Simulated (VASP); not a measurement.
The system is GaP.

```
Ga P
1.0
     0.00000    2.72525    2.72525
     2.72525    0.00000    2.72525
     2.72525    2.72525    0.00000
Ga P
1 1
Direct
  0.00000 0.00000 0.00000
  0.75000 0.75000 0.75000
```

| Quantity | Value |
| --- | --- |
| Program | VASP 6.6.1 |
| Task | relaxation of cell and atoms |
| Functional | RPBE |
| Dispersion | D4 |
| Potentials or basis | VASP PAW PBE potentials, release 64 (Ga_d, P) |
| Cutoff | 600 eV |
| k mesh | 8 × 8 × 8 |
| Occupations | fermi-dirac, width 0.05 eV |
| Spin | no spin polarisation |

At the start: pressure -2.5 GPa; volume 20.24 Å³/atom.

Question: How do energy, volume and symmetry change on relaxing?

Answer: Over 3 steps the energy falls by 4.7 meV/atom and the volume is 19.65 Å³/atom (-2.9 %); space group F-43m (No. 216, to 0.05 Å).

Step by step:
| step | energy change (eV) | largest force (eV/Å) | pressure (GPa) | volume (Å³) |
| --- | --- | --- | --- | --- |
| 1 | 0.0000 | 0.0000 | -2.51 | 40.48 |
| 2 | -0.0066 | 0.0000 | 1.46 | 38.65 |
| 3 | -0.0095 | 0.0000 | -0.03 | 39.29 |

Final structure:
```cif
data_structure
_symmetry_space_group_name_H-M 'P 1'
_symmetry_Int_Tables_number 1
_cell_length_a 3.8159
_cell_length_b 3.8159
_cell_length_c 3.8159
_cell_angle_alpha 60.000
_cell_angle_beta 60.000
_cell_angle_gamma 60.000
_cell_volume 39.29
loop_
_atom_site_label
_atom_site_type_symbol
_atom_site_fract_x
_atom_site_fract_y
_atom_site_fract_z
_atom_site_occupancy
Ga1 Ga 0.00000 0.00000 0.00000 1
P1 P 0.75000 0.75000 0.75000 1
```

Caveat: the PAW data sets were made with another functional, which shifts forces and pressure a little.
